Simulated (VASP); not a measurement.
Runs of VASP 6.6.1 on TiC. Symmetry: P-6m2, No. 187, hexagonal system. Conventional cell: a = 3.042 Å, b = 3.042 Å, c = 2.698 Å, α = 90.00°, β = 90.00°, γ = 120.00°. Ti (site symmetry -6m2) has 6 C at 2.21 Å as nearest neighbours. C (site symmetry -6m2) is surrounded by 6 Ti at 2.21 Å. The cell was built by a generator and needn't be a form met in nature.

```csv
task,level,cell,cutoff (eV),gap on the mesh (eV),pressure (GPa),relaxed volume (Å³/atom)
relaxation of cell and atoms,AM05,relaxed,600,none,0.0,10.48
band structure,PW91,as given,520,-,0.4,-
band structure,revPBE,as given,520,-,(a),-
relaxation of cell and atoms,BLYP,relaxed,600,none,0.0,11.19
relaxation of cell and atoms,revPBE,relaxed,600,none,0.1,(b)
relaxation of cell and atoms,PW91,relaxed,600,none,0.0,10.83
```

Alike in all rows: potentials or basis VASP PAW PBE potentials, release 64 (Ti_sv, C); no spin polarisation; k mesh 10 × 10 × 10; smearing fermi-dirac 0.05 eV.

Problem. Fill in the values left out.

Solution. (a) 3.2; (b) 10.97.

Caveats: the PAW data sets were made with another functional, which shifts forces and pressure a little.

A gap of «none» marks a metal or a gap under the smearing width.
